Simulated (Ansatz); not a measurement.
Isolated molecules relaxed with PBE0-D4/def2-TZVP in Ansatz; ΔE leaves out vibrations. CCSD(T)/CBS is the MP2 limit (def2-TZVPP, def2-QZVPP) plus CCSD(T) − MP2 in def2-TZVPP, frozen cores. DFT in def2-TZVPP. HSE06 is defined as in plane-wave codes. For Br outer-core shells are correlated without core-valence functions, which leaves a few kJ/mol of doubt a bond. Scalar relativity is left out up to krypton. One conformer a species, not always the lowest.

`F[Si]([SiH3])(Cl)Br` + `Oc1ccccc1` → `O[Si]([SiH3])(Cl)Br` + `Fc1ccccc1`  (formal exchange of groups at the Si–F bond)

```tsv
level	ΔE (kJ/mol)
PBE0-D4	41.1
HSE06-D4	41.0
RPA@PBE/def2-TZVPP	41.5
HF/CBS(def2)	39.4
```

(1) What does CCSD(T)/CBS give? (An estimate is asked.)

Largest T1 diagnostic among the species: 0.011.

Results:

(1) The calculation gave: +43.1 kJ/mol. The listed levels differ from it by -2.0, -2.1, -1.6, -3.7 kJ/mol.

Leaving LDA and LC-ωPBE aside and taking each functional with its dispersion term where it has one, the values, not all of them listed here, spread over 3.4 kJ/mol, from ωB97M-V to revPBE-D4. In def2-TZVPP, CCSD(T) changes the Hartree–Fock value by +3.9 kJ/mol (the triples alone add +0.5 kJ/mol) and MP2 by +6.5 kJ/mol.

CCSD(T)/CBS has its own doubt, a few kJ/mol and more with outer-core shells, so smaller differences from it don't rank the levels.
